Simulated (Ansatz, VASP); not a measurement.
**Sb: VASP beside Ansatz**

INCAR

```
SYSTEM = Sb
  PREC = Accurate
  ENCUT = 520
  EDIFF = 1E-8
  ISMEAR = -1
  SIGMA = 0.05
  LREAL = .False.
  LASPH = .True.
  NELM = 100
  ALGO = Normal
  ISIF = 2
  LWAVE = .False.
  LCHARG = .False.
  GGA = PS
  LEFG = .True.
  NBANDS = 8
```

The input KPOINTS:

```
Automatic mesh
0
Gamma
  12 12 12
  0 0 0
```

Contents of POSCAR:

```
Sb
1.0
    0.0000000000      2.2895297352      2.2895297352
    2.2895297352      0.0000000000      2.2895297352
    2.2895297352      2.2895297352      0.0000000000
Sb
1
Direct
    0.0000000000      0.0000000000      0.0000000000
```

Input for Ansatz:

```yaml
crystal:
  lattice:
    - [0.0, 2.2895297352, 2.2895297352]
    - [2.2895297352, 0.0, 2.2895297352]
    - [2.2895297352, 2.2895297352, 0.0]
  atoms:
    - { symbol: Sb, position: [0.0, 0.0, 0.0] }
kpoints:
  mp_grid: { grid: [12, 12, 12] }
scf:
  occupations: { method: fermi_dirac, width: 0.05 }
hamiltonian:
  xc: pbesol
  pseudopotentials: { kind: all_electron, datasets: crystal }
output:
  forces: true
  stress: true
  eigenvalues: true
  efg: { contact_densities: true }
```

Change from the starting cell: volume scaled by 0.98, crystal datasets.

Alike in both runs: task electric field gradients; functional PBEsol; k mesh 12 × 12 × 12; occupations fermi-dirac, width 0.05 eV; no spin polarisation.

|  | VASP | Ansatz |
| --- | --- | --- |
| version | VASP 6.6.1 | Ansatz 0.2.0 |
| potentials or method | VASP PAW PBE potentials, release 64 (Sb) | all-electron PAW with datasets made for the crystal, scalar-relativistic |
| plane-wave cutoff (eV) | 520 | see its input |

Ansatz gave:

| Item | Value |
| --- | --- |
| pressure (GPa) | 7.0 |
| Vzz of the field gradient on the site that differs most (V/Å²) | 0.0 |

Task: Estimate VASP's values.

Result: Pressure (GPa): 7.1; Vzz of the field gradient on the site that differs most (V/Å²): 0.0.

Ansatz ran all-electron here, so the differences hold the error of VASP's frozen core and of both bases. Ansatz warned: «gradients_without_spin_orbit».

Caveats: the PAW data sets were made with another functional, which shifts forces and pressure a little (VASP). The runs have no spin-orbit coupling, so splittings on Sb are missing.
